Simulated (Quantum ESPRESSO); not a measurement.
Write the native input for Quantum ESPRESSO 7.5 that does the following.

```
Task                : band structure
Functional          : PBEsol
Potentials or basis : GBRV 1.5 PBEsol
Cutoff              : 612 eV
Density cutoff      : 4898 eV
k mesh              : 8 × 8 × 8
Occupations         : fermi-dirac, width 0.05 eV
Spin                : no spin polarisation
Mixing beta         : 0.5
Most SCF iterations : 120
SCF threshold       : 6e-10 Ry
```

Crystal: CaF2 (Fluorite).

```
CELL_PARAMETERS angstrom
0.00000 2.73100 2.73100
2.73100 0.00000 2.73100
2.73100 2.73100 0.00000
ATOMIC_POSITIONS crystal
Ca 0.00000 0.00000 0.00000
F 0.75000 0.75000 0.75000
F 0.25000 0.25000 0.25000
```

One way to write it, as run:

pw.in

```
&CONTROL
  calculation = 'scf'
  prefix = 'pwscf'
  outdir = './tmp'
  pseudo_dir = './pseudo'
  tprnfor = .true.
  tstress = .true.
  disk_io = 'low'
/
&SYSTEM
  ibrav = 0
  nat = 3
  ntyp = 2
  ecutwfc = 45
  ecutrho = 360
  nbnd = 19
  occupations = 'smearing'
  smearing = 'fd'
  degauss = 0.00367493
/
&ELECTRONS
  conv_thr = 6d-10
  electron_maxstep = 120
  mixing_beta = 0.5
/
ATOMIC_SPECIES
Ca    40.0780 ca_pbesol_v1.uspp.F.UPF
F     18.9984 f_pbesol_v1.4.uspp.F.UPF
CELL_PARAMETERS angstrom
   0.0000000000    2.7310000000    2.7310000000
   2.7310000000    0.0000000000    2.7310000000
   2.7310000000    2.7310000000    0.0000000000
ATOMIC_POSITIONS crystal
Ca     0.0000000000    0.0000000000    0.0000000000
F      0.7500000000    0.7500000000    0.7500000000
F      0.2500000000    0.2500000000    0.2500000000
K_POINTS automatic
8 8 8 0 0 0
```

bands.in

```
&CONTROL
  calculation = 'bands'
  prefix = 'pwscf'
  outdir = './tmp'
  pseudo_dir = './pseudo'
  disk_io = 'low'
  verbosity = 'high'
/
&SYSTEM
  ibrav = 0
  nat = 3
  ntyp = 2
  ecutwfc = 45
  ecutrho = 360
  nbnd = 19
  occupations = 'smearing'
  smearing = 'fd'
  degauss = 0.00367493
/
&ELECTRONS
  conv_thr = 1d-08
  electron_maxstep = 120
  mixing_beta = 0.5
  diago_full_acc = .true.
  startingwfc = 'random'
/
ATOMIC_SPECIES
Ca    40.0780 ca_pbesol_v1.uspp.F.UPF
F     18.9984 f_pbesol_v1.4.uspp.F.UPF
CELL_PARAMETERS angstrom
   0.0000000000    2.7310000000    2.7310000000
   2.7310000000    0.0000000000    2.7310000000
   2.7310000000    2.7310000000    0.0000000000
ATOMIC_POSITIONS crystal
Ca     0.0000000000    0.0000000000    0.0000000000
F      0.7500000000    0.7500000000    0.7500000000
F      0.2500000000    0.2500000000    0.2500000000
K_POINTS crystal
60
 0.0000000000  0.0000000000  0.0000000000 1
 0.0625000000  0.0000000000  0.0625000000 1
 0.1250000000  0.0000000000  0.1250000000 1
 0.1875000000  0.0000000000  0.1875000000 1
 0.2500000000  0.0000000000  0.2500000000 1
 0.3125000000  0.0000000000  0.3125000000 1
 0.3750000000  0.0000000000  0.3750000000 1
 0.4375000000  0.0000000000  0.4375000000 1
 0.5000000000  0.0000000000  0.5000000000 1
 0.5000000000  0.0625000000  0.5625000000 1
 0.5000000000  0.1250000000  0.6250000000 1
 0.5000000000  0.1875000000  0.6875000000 1
 0.5000000000  0.2500000000  0.7500000000 1
 0.4375000000  0.3125000000  0.7500000000 1
 0.3750000000  0.3750000000  0.7500000000 1
 0.3375000000  0.3375000000  0.6750000000 1
 0.3000000000  0.3000000000  0.6000000000 1
 0.2625000000  0.2625000000  0.5250000000 1
 0.2250000000  0.2250000000  0.4500000000 1
 0.1875000000  0.1875000000  0.3750000000 1
 0.1500000000  0.1500000000  0.3000000000 1
 0.1125000000  0.1125000000  0.2250000000 1
 0.0750000000  0.0750000000  0.1500000000 1
 0.0375000000  0.0375000000  0.0750000000 1
 0.0000000000  0.0000000000  0.0000000000 1
 0.0625000000  0.0625000000  0.0625000000 1
 0.1250000000  0.1250000000  0.1250000000 1
 0.1875000000  0.1875000000  0.1875000000 1
 0.2500000000  0.2500000000  0.2500000000 1
 0.3125000000  0.3125000000  0.3125000000 1
 0.3750000000  0.3750000000  0.3750000000 1
 0.4375000000  0.4375000000  0.4375000000 1
 0.5000000000  0.5000000000  0.5000000000 1
 0.5250000000  0.4500000000  0.5250000000 1
 0.5500000000  0.4000000000  0.5500000000 1
 0.5750000000  0.3500000000  0.5750000000 1
 0.6000000000  0.3000000000  0.6000000000 1
 0.6250000000  0.2500000000  0.6250000000 1
 0.5833333333  0.2500000000  0.6666666667 1
 0.5416666667  0.2500000000  0.7083333333 1
 0.5000000000  0.2500000000  0.7500000000 1
 0.5000000000  0.2857142857  0.7142857143 1
 0.5000000000  0.3214285714  0.6785714286 1
 0.5000000000  0.3571428571  0.6428571429 1
 0.5000000000  0.3928571429  0.6071428571 1
 0.5000000000  0.4285714286  0.5714285714 1
 0.5000000000  0.4642857143  0.5357142857 1
 0.5000000000  0.5000000000  0.5000000000 1
 0.4821428571  0.4821428571  0.5357142857 1
 0.4642857143  0.4642857143  0.5714285714 1
 0.4464285714  0.4464285714  0.6071428571 1
 0.4285714286  0.4285714286  0.6428571429 1
 0.4107142857  0.4107142857  0.6785714286 1
 0.3928571429  0.3928571429  0.7142857143 1
 0.3750000000  0.3750000000  0.7500000000 1
 0.6250000000  0.2500000000  0.6250000000 1
 0.5937500000  0.1875000000  0.5937500000 1
 0.5625000000  0.1250000000  0.5625000000 1
 0.5312500000  0.0625000000  0.5312500000 1
 0.5000000000  0.0000000000  0.5000000000 1
```

Potentials or basis: GBRV 1.5 PBEsol.

The run is started by

```bash
$ OMP_NUM_THREADS=1 mpirun -n 2 pw.x -nk 2 -in pw.in > pw.out
$ OMP_NUM_THREADS=1 mpirun -n 2 pw.x -nk 2 -in bands.in > bands.out
```

Results of the run:

* Pressure: -1.9 GPa
* Band gap on the k mesh: 7.10 eV, indirect (least direct gap 7.36 eV)
* Band gap along the path: 7.10 eV, indirect (least direct gap 7.36 eV)

Run time: 16 s on 2 MPI ranks on Arm Neoverse V1, with other jobs on the host, peak memory 0.24 GiB a rank.
